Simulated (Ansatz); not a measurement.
# W (Im-3m) in Ansatz: further runs

Aim: see how the results for W move with the level of theory and the settings. Levels: PBE, revPBE+D3(BJ). Tasks: single point, relaxation of cell and atoms.

Everything below comes from runs of Ansatz 0.2.0. Logs are shortened: lines on timing, memory, paths and dates and some standing lists are left out, and cuts for length are marked.

## (1) Starting point

The structure is cubic, space group Im-3m (No. 229). The conventional cell has a = 3.165 Å, b = 3.165 Å, c = 3.165 Å, α = 90.00°, β = 90.00°, γ = 90.00°. Around W (site symmetry m-3m) lie 8 W at 2.74 Å.

## (2) Single point, PBE

The input, input.yaml:

```yaml
crystal:
  lattice:
    - [-1.582345, 1.582345, 1.582345]
    - [1.582345, -1.582345, 1.582345]
    - [1.582345, 1.582345, -1.582345]
  atoms:
    - { symbol: W, position: [0.0, 0.0, 0.0] }
hamiltonian:
  xc: pbe
  pseudopotentials: { kind: paw }
kpoints:
  mp_grid: { grid: [12, 12, 12] }
scf:
  occupations: { method: gaussian, width: 0.1 }
output:
  forces: true
  stress: true
  eigenvalues: true
```

Potentials or basis: Ansatz PAW.

Command:

```
$ ansatz run input.yaml --threads 2 --pin off --max-ram 5632MiB --backend cpu --events-out ev --progress --plain --runs-dir out
```

Log:

```text
Warning: RAYON_NUM_THREADS=2 ignored (pool sized by the plan → 2); use --threads N
Engine: ansatz 0.2.0, x86_64-unknown-linux-gnu
Pseudopotentials: kind: paw
Pseudopotential: W, paw, valence charge 14, recommended cutoff 420 eV (normal), W.paw.azcp
Functional definition: PBE
  parameter kappa = 0.804
  parameter beta = 0.06672455060314922
  exchange = pbe_x(kappa = kappa, mu = beta*pi^2/3)
  correlation = pbe_c(beta = beta)
Crystal: 1 atoms, lattice volume = 15.848 Å³
Basis set: ecut = 420 eV, 321 PW (Γ), exchange–correlation on 40×40×40 points (8 copies of the dense FFT grid, shifted against one another)
Bands: 11, of which v1, the nominal top of the filled ones, is band 7 counted from 1 (6 counted from 0)
Symmetry: 48 space group operations
Space group: Im-3m (ITA 229), of the structure as read, at distance tolerance 2.5e-5 Å
k-points: 72 of 1728
Non-local potential: W, projectors of the file, l = 0: 3, l = 1: 2, l = 2: 2, l = 3: 1
PAW form: soft (Blöchl's): semilocal exchange-correlation on the pseudo side does not see the compensation charge
PAW one-centre angular grid: W, 590 points (default); XC on 64 Gauss nodes
Initial density: superposition of atomic densities (neutral atoms: chi_scale 0, normalization atom), corrected by the library's trained network
Initial wavefunctions: pseudopotential atomic-orbital guess
Functional: x = pbe(κ = 0.804, μ = 0.2195149727645171), c = pbe(β = 0.06672455060314922)
SCF iter   1: F=—  HF=-10384.819509 eV  |F-HF|=—  |Δ(HF+E_count)|=         —  Δρ=1.70e-3  dr2=1.04e-4  ethr=1.77e-3  ⟨swp⟩=5.0  Hψ=4185  notcnv=0
preconditioner: auto → none  [metal: Δε(μ)=0.044 eV  Ē_g=9.064 eV  σ=0.100 eV  W_gap=0.24  n_scr=0 (ndim 8)  ℏωp=22.8 eV  f_vac=0.000  D(μ)=0.68/eV (n_scr^D=0)]
SCF iter   2: F=—  HF=-10384.819288 eV  |F-HF|=—  |Δ(HF+E_count)|=   2.21e-4  Δρ=9.00e-4  dr2=3.01e-5  ethr=7.46e-7  ⟨swp⟩=2.3  Hψ=1819  notcnv=0
SCF iter   3: F=—  HF=-10384.819316 eV  |F-HF|=—  |Δ(HF+E_count)|=   2.76e-5  Δρ=2.46e-4  dr2=7.76e-6  ethr=2.15e-7  ⟨swp⟩=2.0  Hψ=1238  notcnv=0
SCF iter   4: F=—  HF=-10384.819314 eV  |F-HF|=—  |Δ(HF+E_count)|=   1.80e-6  Δρ=1.75e-4  dr2=3.93e-6  ethr=5.54e-8  ⟨swp⟩=1.0  Hψ=784  notcnv=0
iter 5 did not close the SCF: its close was put off for the readings that it lacked (scf_convergence_deferred on its scf_iter line)
SCF iter   5: F=-10384.819312 eV  HF=-10384.819312 eV  |F-HF|=6.92e-8  |Δ(HF+E_count)|=   1.83e-6  Δρ=2.57e-5  dr2=8.20e-8  ethr=2.81e-8  ⟨swp⟩=2.0  Hψ=1145  notcnv=0
SCF iter   6: F=-10384.819312 eV  HF=-10384.819312 eV  |F-HF|=8.91e-11  |Δ(HF+E_count)|=   3.55e-8  Δρ=1.11e-6  dr2=1.29e-10  ethr=5.86e-10  ⟨swp⟩=2.8  Hψ=2958  notcnv=0
SCF 1 converged in 6 iterations: F = -10384.819312 eV  dr2 = 1.29e-10
SCF converged after 6 iterations
Free energy (F): -10384.819312 eV
Harris-Foulkes:  -10384.819312 eV  (|F-HF|=8.91e-11)
Internal energy: -10384.815948 eV  (E = F + TS)
E sigma→0 (E₀):  -10384.817630 eV
Entropy (-TS):   -0.003364 eV (-3.364 meV/atom)
Fermi energy:    22.538943 eV
--- Per-component energies (eV) ---
  E_band       = -81.314979
  E_kinetic    = 450.418900
  E_local      = -598.288919  (includes V_loc(G=0)·N_el)
  E_nonlocal   = 0.308055
  E_hartree    = 215.129292
  E_xc         = -267.155256
  E_vxc        = -239.071817  (∫ρ·V_xc dr)
  E_paw        = -8562.459286  (= ΣΔE_a)
  E_vpaw       = -124.940042  (= ΣTr[D̂ρ^β])
  E_aug_tail   = -0.000058  (compensation charges beyond the density's cutoff)
  E_ewald      = -1622.768677
  E_smearing   = -0.003364  (= −TS)
  E_closure    = 0.000000  (closes the sum)
  Σ components = -10384.819312   (vs F -10384.819312, Δ=0.00e0)
--- Forces (eV/Å), atoms counted from 1 ---
  atom   1  W     -0.00000000    -0.00000000     0.00000000
  max |Σ_I F_I| component: 5.96e-32 eV/Å
--- Stress (GPa, compression-positive) ---
        5.858603       0.000000       0.000000
        0.000000       5.858603       0.000000
        0.000000       0.000000       5.858603
  P = ⅓ Tr σ = 5.8586 GPa (58.586 kbar)
--- Band table (eV; the first three rows and the last of 72) ---
  k-point 0: bands = ["-51.4814", "-15.0802", "-15.0802", "-15.0802", "12.9976", "21.3882", "21.3882", "21.3882", "24.8784", "24.8784", "37.1412"]
  k-point 1: bands = ["-51.4724", "-15.1737", "-15.1094", "-15.0806", "13.3314", "21.1880", "21.3372", "21.7135", "24.5775", "24.8832", "37.4152"]
  k-point 2: bands = ["-51.4478", "-15.4235", "-15.1883", "-15.0819", "14.2439", "20.6846", "21.0861", "22.6649", "24.1814", "24.9293", "37.8748"]
  k-point 71: bands = ["-51.2458", "-15.9851", "-15.9851", "-15.9851", "16.7872", "16.7872", "27.7877", "27.7877", "27.7877", "30.8766", "30.8766"]
```

Run time: 0.88 s. Hardware: 2 threads of Intel Xeon at 2.70GHz, shared host; peak memory 0.29 GiB.

Results:

| Quantity | Value |
| --- | --- |
| Free energy | -10384.8193 eV |
| Pressure | 5.9 GPa |
| Band gap on the k mesh | none (metal or under the smearing width) |

The run has no spin-orbit coupling, so splittings on W are missing.

## (3) Relaxation of cell and atoms, revPBE+D3(BJ)

The input, input.yaml:

```yaml
crystal:
  lattice:
    - [-1.582345, 1.582345, 1.582345]
    - [1.582345, -1.582345, 1.582345]
    - [1.582345, 1.582345, -1.582345]
  atoms:
    - { symbol: W, position: [0.0, 0.0, 0.0] }
hamiltonian:
  xc: revpbe
  pseudopotentials: { kind: paw }
  dispersion: d3bj
kpoints:
  mp_grid: { grid: [12, 12, 12] }
scf:
  occupations: { method: fermi_dirac, width: 0.05 }
output:
  forces: true
  stress: true
relax:
  f_tol: 0.01
  max_steps: 40
  cell: { stress_tol: 0.05 }
```

Potentials or basis: Ansatz PAW.

Command:

```
$ ansatz run input.yaml --threads 2 --pin off --max-ram 5632MiB --backend cpu --events-out ev --progress --plain --runs-dir out
```

Wall time 3.1 s (2 threads of Intel Xeon at 2.70GHz, shared host); peak memory 0.31 GiB.

Results (log left out):

```yaml
Free_energy: -10395.1310 eV
Relaxed_volume: 15.62 Å³/atom
Relaxed_cell: a = 2.728 Å, b = 2.728 Å, c = 2.728 Å, α = 109.47°, β = 109.47°, γ = 109.47°
Space_group_after_relaxing_to_0.05_Å: Im-3m (No. 229)
Energy_gained_by_relaxing: 3.1 meV/atom
Ionic_steps: 4
Pressure_after_relaxing: 0.0 GPa
```

Step by step:
```csv
step,energy change (eV),largest force (eV/Å),volume (Å³)
1,0.0000,0.0000,15.85
2,-0.0032,0.0000,15.64
3,-0.0032,0.0000,15.62
4,-0.0031,0.0000,15.62
```

Final structure:
```xyz
1
Lattice="-1.5748 1.5748 1.5748 1.5748 -1.5748 1.5748 1.5748 1.5748 -1.5748" Properties=species:S:1:pos:R:3 pbc="T T T"
W     0.0000    0.0000    0.0000
```

Caveat: the plane-wave basis is chosen anew once the cell has moved, so the energies of steps on either side of that aren't comparable; the PAW data sets come from PBE, with cores solved anew for the run's functional, which leaves a small shift of forces and pressure. Spin-orbit coupling is left out, which matters for the levels of W.
